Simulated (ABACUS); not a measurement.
# ZrN (Fm-3m) in ABACUS: notebook

Runs on ZrN. Level: PBE. Tasks: equation of state.

Everything below comes from runs of ABACUS 3.10.1. Logs are shortened: lines on timing, memory, paths and dates and some standing lists are left out, and cuts for length are marked.

## Step 1: The crystal as given

The structure is cubic, space group Fm-3m (No. 225). Conventional cell: a = 4.600 Å, b = 4.600 Å, c = 4.600 Å, α = 90.00°, β = 90.00°, γ = 90.00°. Around Zr (site symmetry m-3m) lie 6 N at 2.30 Å. Around N (site symmetry m-3m) lie 6 Zr at 2.30 Å.

## Step 2: Equation of state, PBE, 11.44 Å³/atom (volume scaled by 0.94)

Contents of INPUT:

```
INPUT_PARAMETERS
suffix              ZrN
calculation         scf
basis_type          lcao
pseudo_dir          ./
orbital_dir         ./
symmetry            1
dft_functional      pbe
ecutwfc             100
pseudo_rcut         10
nspin               1
nbands              13
ks_solver           genelpa
smearing_method     fd
smearing_sigma      0.00367493
scf_thr             1e-07
scf_nmax            100
mixing_type         broyden
mixing_beta         0.7
cal_force           1
cal_stress          1
out_mul             1
```

Contents of STRU:

```
ATOMIC_SPECIES
Zr 91.2240 Zr.upf
N 14.0070 N.upf

NUMERICAL_ORBITAL
Zr_confined-atom_8au_3s2p2d1f.orb
N_confined-atom_6au_2s2p1d.orb

LATTICE_CONSTANT
1.8897261246

LATTICE_VECTORS
0.0000000000 2.2530480500 2.2530480500
2.2530480500 0.0000000000 2.2530480500
2.2530480500 2.2530480500 0.0000000000

ATOMIC_POSITIONS
Direct

Zr
0.0
1
0.5000000000 0.5000000000 0.5000000000 1 1 1

N
0.0
1
0.0000000000 0.0000000000 0.0000000000 1 1 1
```

Contents of KPT:

```
K_POINTS
0
Gamma
10 10 10 0 0 0
```

Potentials or basis: PseudoDojo NC SR 0.4.1 PBE standard, DZP LCAO (the cutoffs set its grid).

The run is started by

```bash
$ OMP_NUM_THREADS=1 mpirun -np 4 abacus > log
```

running log:

```text
ABACUS v3.10.1

               Atomic-orbital Based Ab-initio Computation at UStc

 ------------------------------------------------------------------------------------

 READING GENERAL INFORMATION
                           global_out_dir = OUT.ZrN/
                           global_in_card = INPUT
                               pseudo_dir = ./
                              orbital_dir = ./
                                    DSIZE = 4
                                    GSIZE = 1

 READING UNITCELL INFORMATION
                                    ntype = 2
                  lattice constant (Bohr) = 1.88973
              lattice constant (Angstrom) = 1

 READING ATOM TYPE 1
                               atom label = Zr
                      L=0, number of zeta = 3
                      L=1, number of zeta = 2
                      L=2, number of zeta = 2
                      L=3, number of zeta = 1
             number of atom for this type = 1

 READING ATOM TYPE 2
                               atom label = N
                      L=0, number of zeta = 2
                      L=1, number of zeta = 2
                      L=2, number of zeta = 1
             number of atom for this type = 1

                        TOTAL ATOM NUMBER = 2
DIRECT COORDINATES
    atom                   x                   y                   z     mag                  vx                  vy                  vz
taud_Zr1            0.5000000000        0.5000000000        0.5000000000  0.0000        0.0000000000        0.0000000000        0.0000000000
taud_N1            0.0000000000        0.0000000000        0.0000000000  0.0000        0.0000000000        0.0000000000        0.0000000000

                          Volume (Bohr^3) = 154.361
                             Volume (A^3) = 22.8739

 Lattice vectors: (Cartesian coordinate: in unit of a_0)
                   +0            +2.25305            +2.25305
             +2.25305                  +0            +2.25305
             +2.25305            +2.25305                  +0
 Reciprocal vectors: (Cartesian coordinate: in unit of 2 pi/a_0)
            -0.221922           +0.221922           +0.221922
            +0.221922           -0.221922           +0.221922
            +0.221922           +0.221922           -0.221922
 The esolver type has been set to : ksdft_lcao

                PAO radial cut off (Bohr) = 10

 Read in pseudopotential file is Zr.upf
                     pseudopotential type = NC
          exchange-correlation functional = PBE
                 nonlocal core correction = 1
                        valence electrons = 12
                                     lmax = 2
                           number of zeta = 4
                     number of projectors = 6
                           L of projector = 0
[... 5 lines left out ...]
                PAO radial cut off (Bohr) = 10

 Read in pseudopotential file is N.upf
                     pseudopotential type = NC
          exchange-correlation functional = PBE
                 nonlocal core correction = 1
                        valence electrons = 5
                                     lmax = 1
                           number of zeta = 2
                     number of projectors = 4
                           L of projector = 0
                           L of projector = 0
                           L of projector = 1
                           L of projector = 1
     initial pseudo atomic orbital number = 14

 SETUP THE ELECTRONS NUMBER
            electron number of element Zr = 12
      total electron number of element Zr = 12
             electron number of element N = 5
       total electron number of element N = 5
            AUTOSET number of electrons:  = 17
                           occupied bands = 9
                                   NLOCAL = 39
                                   NBANDS = 13
                                   NBANDS = 13
                                   NLOCAL = 39

%%%%%%%%%%%%%%%%%%%%%%%%%%%%%%%%%%%%%%%%%%%%%%%%%%%%%%%%%%%%%%%%%%%%%%%%%%%%%%%%%%%%%%%%%%%%%%%%%%%%%%%%%%
 Warning: the number of valence electrons in pseudopotential > 4 for Zr: [Kr] 4d2 5s2
 Pseudopotentials with additional electrons can yield (more) accurate outcomes, but may be less efficient.
 If you're confident that your chosen pseudopotential is appropriate, you can safely ignore this warning.
%%%%%%%%%%%%%%%%%%%%%%%%%%%%%%%%%%%%%%%%%%%%%%%%%%%%%%%%%%%%%%%%%%%%%%%%%%%%%%%%%%%%%%%%%%%%%%%%%%%%%%%%%%

 SETUP THE PLANE WAVE BASIS
 energy cutoff for charge/potential (unit:Ry) = 400
[... 74 lines left out ...]
                               nkstot_ibz = 47
K-POINTS REDUCTION ACCORDING TO SYMMETRY
     IBZ    DIRECT_X    DIRECT_Y    DIRECT_Z  WEIGHT  ibz2bz
       1  0.00000000  0.00000000  0.00000000  0.0010       0
       2  0.10000000  0.10000000  0.10000000  0.0080       1
       3  0.20000000  0.20000000  0.20000000  0.0080       2
       4  0.30000000  0.30000000  0.30000000  0.0080       3
       5  0.40000000  0.40000000  0.40000000  0.0080       4
       6  0.50000000  0.50000000  0.50000000  0.0040       5
[... 22 lines left out ...]
      29  0.50000000  0.50000000  0.10000000  0.0240      45
      30 -0.20000000  0.40000000  0.40000000  0.0120      46
[... 17 further k points ...]

                               nkstot now = 47
[... K-POINTS DIRECT COORDINATES: 47 rows ...]

           k-point number in this process = 47
       minimum distributed K point number = 47
[... stars of the k points ...]

[... K-POINTS CARTESIAN COORDINATES: 47 rows ...]

[... K-POINTS DIRECT COORDINATES: 47 rows ...]

 SETUP PLANE WAVES FOR WAVE FUNCTIONS
     energy cutoff for wavefunc (unit:Ry) = 100
              fft grid for wave functions = [ 40, 40, 40 ]
                    number of plane waves = 3527
                         number of sticks = 313

 PARALLEL PW FOR WAVE FUNCTIONS
     PROC   COLUMNS(POT)             PW
        1             79            882
        2             79            882
        3             78            881
        4             77            882
 --------------- sum -------------------
        4            313           3527

 SET NONLOCAL PSEUDOPOTENTIAL PROJECTORS
 SET NONLOCAL PSEUDOPOTENTIAL PROJECTORS
 max number of nonlocal projetors among all species is 6

 -------------------------------------------
 SELF-CONSISTENT
 -------------------------------------------

 SETUP SEARCHING RADIUS FOR PROGRAM TO SEARCH ADJACENT ATOMS
                  longest orb rcut (Bohr) = 8
   longest nonlocal projector rcut (Bohr) = 1.58
                     search radius (Bohr) = 19.2
              searching radius is (Bohr)) = 19.2
         searching radius unit is (Bohr)) = 1.89
                         PeriodicBoundary = 1
                        Radius(unit:lat0) = 10.1
                                   glayer = [ 5, 5, 5 ]
                             glayer_minus = [ 4, 4, 4 ]

Find the coordinate range of the input atom(unit:lat0).
                                  min_tau = [ -18, -18, -18 ]
                                  max_tau = [ 20.3, 20.3, 20.3 ]
                                BoxNumber = [ 9, 9, 9 ]

 SETUP EXTENDED REAL SPACE GRID FOR GRID INTEGRATION
                          real space grid = [ 40, 40, 40 ]
                 big cell numbers in grid = [ 8, 8, 8 ]
             meshcell numbers in big cell = [ 5, 5, 5 ]
                        extended fft grid = [ 14, 14, 14 ]
                dimension of extened grid = [ 37, 37, 37 ]
                            UnitCellTotal = 125
              Atom number in sub-FFT-grid = 2
    Local orbitals number in sub-FFT-grid = 39
                                ParaV.nnr = 43660
                                 init_chg = atomic

 LCAO ALGORITHM --------------- ION=   1  ELEC=   1--------------------------------

 Density error is 0.132459033698
----------------------------------------------------------
     Energy           Rydberg                 eV
----------------------------------------------------------
 E_KohnSham     -121.9634266150      -1659.3975495692
 E_Harris       -122.0205325647      -1660.1745158749
 E_Fermi        1.3903625858         18.9168534524
----------------------------------------------------------
[... 91 lines left out ...]
 Density error is 2.08752205041e-08
----------------------------------------------------------
     Energy           Rydberg                 eV
----------------------------------------------------------
 E_KohnSham     -122.2340880642      -1663.0800875068
 E_KS(sigma->0) -122.2338720848      -1663.0771489570
 E_Harris       -122.2340880636      -1663.0800874986
 E_band         -0.5528471908        -7.5218719182
 E_one_elec     -2.1243867148        -28.9037640763
 E_Hartree      12.6455505415        172.0515417114
 E_xc           -26.4037854467       -359.2419308452
 E_Ewald        -106.3510344855      -1446.9800571970
 E_entropy(-TS) -0.0004319587        -0.0058770997
 E_descf        0.0000000000         0.0000000000
 E_exx          0.0000000000         0.0000000000
 E_Fermi        1.3852822481         18.8477319125
----------------------------------------------------------

 charge density convergence is achieved
 final etot is -1663.0800875 eV
 EFERMI = 18.847731912 eV

 STATE ENERGY(eV) AND OCCUPATIONS    NSPIN == 1
 1/47 kpoint (Cartesian) = 0.0000 0.0000 0.0000 (661 pws)
       1       -30.6954     0.00200000
       2       -8.25549     0.00200000
       3       -8.25549     0.00200000
       4       -8.25549     0.00200000
       5        2.32850     0.00200000
       6        16.0623     0.00200000
       7        16.0623     0.00200000
       8        16.0623     0.00200000
       9        18.3766     0.00199984
      10        18.3766     0.00199984
      11        18.3766     0.00199984
      12        20.5065    7.81709e-18
      13        20.5065    7.81709e-18
[... 61 lines left out ...]
 6/47 kpoint (Cartesian) = 0.11096 0.11096 0.11096 (655 pws)
       1       -30.5173     0.00800000
       2       -9.64546     0.00800000
       3       -8.36458     0.00800000
       4       -8.36458     0.00800000
       5        4.76250     0.00800000
       6        10.8753     0.00800000
       7        12.8422     0.00800000
       8        12.8422     0.00800000
       9        22.0869    5.86423e-31
      10        22.1304    2.45642e-31
      11        22.1304    2.45642e-31
      12        23.8686    1.96175e-46
      13        27.0923    1.95596e-74

[... levels at 41 further k points ...]

 correction force for each atom along direction 1 is 4.01601e-14
 correction force for each atom along direction 2 is 1.49849e-14
 correction force for each atom along direction 3 is 1.90387e-14
------------------------------------------------------------------------------------------
 TOTAL-FORCE (eV/Angstrom)
------------------------------------------------------------------------------------------
                       Zr1         0.0000000000         0.0000000000         0.0000000000
                        N1         0.0000000000         0.0000000000         0.0000000000
------------------------------------------------------------------------------------------

----------------------------------------------------------------
 TOTAL-STRESS (KBAR)
----------------------------------------------------------------
       170.3653897371        -0.0000000000        -0.0000000000
        -0.0000000000       170.3653897371         0.0000000000
        -0.0000000000         0.0000000000       170.3653897371
----------------------------------------------------------------
 TOTAL-PRESSURE: 170.365390 KBAR

 --------------------------------------------
 !FINAL_ETOT_IS -1663.0800875068482583 eV
 --------------------------------------------
```

It took 7.7 s on 4 MPI ranks of AMD EPYC 7B13 (Zen 3), shared host; peak memory 0.48 GiB.

Results:

- Free energy: -1663.0801 eV
- Pressure: 17.0 GPa
- Band gap on the k mesh: none (metal or under the smearing width)
- Mulliken charges: Zr +0.82; N -0.82 e

Caveat: the atomic orbitals were generated for these runs and aren't a published set; Mulliken charges move with the basis; the basis of atomic orbitals isn't converged, which shifts pressures, moduli and gaps.

## Step 3: Equation of state, PBE, 11.68 Å³/atom (volume scaled by 0.96)

INPUT is that of step 2.

Edit STRU of step 2 so:

```diff
@@ -12,5 +12,5 @@
 LATTICE_VECTORS
-0.0000000000 2.2530480500 2.2530480500
-2.2530480500 0.0000000000 2.2530480500
-2.2530480500 2.2530480500 0.0000000000
+0.0000000000 2.2689151084 2.2689151084
+2.2689151084 0.0000000000 2.2689151084
+2.2689151084 2.2689151084 0.0000000000
```

KPT is that of step 2.

Potentials or basis: PseudoDojo NC SR 0.4.1 PBE standard, DZP LCAO (the cutoffs set its grid).

The run is started by

```bash
$ OMP_NUM_THREADS=1 mpirun -np 4 abacus > log
```

Run time: 7.7 s. Hardware: 4 MPI ranks of AMD EPYC 7B13 (Zen 3), shared host; peak memory 0.48 GiB.

The run converged. Its results:

* Free energy: -1663.1220 eV
* Pressure: 10.6 GPa
* Band gap on the k mesh: none (metal or under the smearing width)
* Mulliken charges: Zr +0.82; N -0.82 e

Caveat: the atomic orbitals were generated for these runs and aren't a published set; Mulliken charges move with the basis; the basis of atomic orbitals isn't converged, which shifts pressures, moduli and gaps.

## Step 4: Equation of state, PBE, 11.92 Å³/atom (volume scaled by 0.98)

INPUT is that of step 3.

Edit STRU of step 3 so:

```diff
@@ -12,5 +12,5 @@
 LATTICE_VECTORS
-0.0000000000 2.2689151084 2.2689151084
-2.2689151084 0.0000000000 2.2689151084
-2.2689151084 2.2689151084 0.0000000000
+0.0000000000 2.2845632933 2.2845632933
+2.2845632933 0.0000000000 2.2845632933
+2.2845632933 2.2845632933 0.0000000000
```

KPT is that of step 3.

The run is started by

```bash
$ OMP_NUM_THREADS=1 mpirun -np 4 abacus > log
```

It took 7.4 s on 4 MPI ranks of AMD EPYC 7B13 (Zen 3), shared host; peak memory 0.44 GiB.

It converged, with:

* Free energy: -1663.1453 eV
* Pressure: 4.9 GPa
* Band gap on the k mesh: none (metal or under the smearing width)
* Mulliken charges: Zr +0.81; N -0.81 e

Caveat: the atomic orbitals were generated for these runs and aren't a published set; Mulliken charges move with the basis; the basis of atomic orbitals isn't converged, which shifts pressures, moduli and gaps.

## Step 5: Equation of state, PBE, 12.17 Å³/atom

INPUT is that of step 4.

Edit STRU of step 4 so:

```diff
@@ -12,5 +12,5 @@
 LATTICE_VECTORS
-0.0000000000 2.2845632933 2.2845632933
-2.2845632933 0.0000000000 2.2845632933
-2.2845632933 2.2845632933 0.0000000000
+0.0000000000 2.3000000000 2.3000000000
+2.3000000000 0.0000000000 2.3000000000
+2.3000000000 2.3000000000 0.0000000000
```

KPT is that of step 4.

The run is started by

```bash
$ OMP_NUM_THREADS=1 mpirun -np 4 abacus > log
```

Wall time 7.2 s (4 MPI ranks of AMD EPYC 7B13 (Zen 3), shared host); peak memory 0.44 GiB.

The run converged. Its results:

```yaml
Free_energy: -1663.1521 eV
Pressure: -0.3 GPa
Band_gap_on_the_k_mesh: none (metal or under the smearing width)
Mulliken_charges: Zr +0.81; N -0.81 e
```

Caveat: the atomic orbitals were generated for these runs and aren't a published set; Mulliken charges move with the basis; the basis of atomic orbitals isn't converged, which shifts pressures, moduli and gaps.

## Step 6: Equation of state, PBE, 12.41 Å³/atom (volume scaled by 1.02)

INPUT is that of step 5.

Edit STRU of step 5 so:

```diff
@@ -12,5 +12,5 @@
 LATTICE_VECTORS
-0.0000000000 2.3000000000 2.3000000000
-2.3000000000 0.0000000000 2.3000000000
-2.3000000000 2.3000000000 0.0000000000
+0.0000000000 2.3152322320 2.3152322320
+2.3152322320 0.0000000000 2.3152322320
+2.3152322320 2.3152322320 0.0000000000
```

KPT is that of step 5.

Potentials or basis: PseudoDojo NC SR 0.4.1 PBE standard, DZP LCAO (the cutoffs set its grid).

The run is started by

```bash
$ OMP_NUM_THREADS=1 mpirun -np 4 abacus > log
```

Wall time 7.1 s (4 MPI ranks of AMD EPYC 7B13 (Zen 3), shared host); peak memory 0.44 GiB.

The run converged. Its results:

| Item | Value |
| --- | --- |
| Free energy | -1663.1441 eV |
| Pressure | -4.9 GPa |
| Band gap on the k mesh | none (metal or under the smearing width) |
| Mulliken charges | Zr +0.80; N -0.80 e |

Caveat: the atomic orbitals were generated for these runs and aren't a published set; Mulliken charges move with the basis; the basis of atomic orbitals isn't converged, which shifts pressures, moduli and gaps.

## Step 7: Equation of state, PBE, 12.65 Å³/atom (volume scaled by 1.04)

INPUT is that of step 6.

Edit STRU of step 6 so:

```diff
@@ -12,5 +12,5 @@
 LATTICE_VECTORS
-0.0000000000 2.3152322320 2.3152322320
-2.3152322320 0.0000000000 2.3152322320
-2.3152322320 2.3152322320 0.0000000000
+0.0000000000 2.3302666288 2.3302666288
+2.3302666288 0.0000000000 2.3302666288
+2.3302666288 2.3302666288 0.0000000000
```

KPT is that of step 6.

The run is started by

```bash
$ OMP_NUM_THREADS=1 mpirun -np 4 abacus > log
```

Run time: 7.1 s. Hardware: 4 MPI ranks of AMD EPYC 7B13 (Zen 3), shared host; peak memory 0.44 GiB.

It converged, with:

- Free energy: -1663.1228 eV
- Pressure: -9.1 GPa
- Band gap on the k mesh: none (metal or under the smearing width)
- Mulliken charges: Zr +0.80; N -0.80 e

Caveat: the atomic orbitals were generated for these runs and aren't a published set; Mulliken charges move with the basis; the basis of atomic orbitals isn't converged, which shifts pressures, moduli and gaps.

## Step 8: Equation of state, PBE, 12.90 Å³/atom (volume scaled by 1.06)

INPUT is that of step 7.

Edit STRU of step 7 so:

```diff
@@ -12,5 +12,5 @@
 LATTICE_VECTORS
-0.0000000000 2.3302666288 2.3302666288
-2.3302666288 0.0000000000 2.3302666288
-2.3302666288 2.3302666288 0.0000000000
+0.0000000000 2.3451094916 2.3451094916
+2.3451094916 0.0000000000 2.3451094916
+2.3451094916 2.3451094916 0.0000000000
```

KPT is that of step 7.

The run is started by

```bash
$ OMP_NUM_THREADS=1 mpirun -np 4 abacus > log
```

Wall time 6.8 s (4 MPI ranks of AMD EPYC 7B13 (Zen 3), shared host); peak memory 0.44 GiB.

It converged, with:

```yaml
Free_energy: -1663.0895 eV
Pressure: -12.8 GPa
Band_gap_on_the_k_mesh: none (metal or under the smearing width)
Mulliken_charges: Zr +0.80; N -0.80 e
```

Caveat: the atomic orbitals were generated for these runs and aren't a published set; Mulliken charges move with the basis; the basis of atomic orbitals isn't converged, which shifts pressures, moduli and gaps.

## Step 9: Equation of state, PBE

Potentials or basis: PseudoDojo NC SR 0.4.1 PBE standard, DZP LCAO (the cutoffs set its grid).

This step only gathers the single runs of the series.

Results:

| Property | Result |
| --- | --- |
| Equilibrium volume | 12.15 Å³/atom |
| Bulk modulus | 246 GPa |
| Pressure derivative of the bulk modulus | 4.4 |

Energy against volume, from the lowest point:
```csv
volume (Å³/atom),energy (meV/atom)
11.437,36.03
11.680,15.10
11.924,3.40
12.167,0.00
12.410,4.00
12.654,14.68
12.897,31.34
```

Caveat: the atomic orbitals were generated for these runs and aren't a published set; the basis of atomic orbitals isn't converged, which shifts pressures, moduli and gaps.
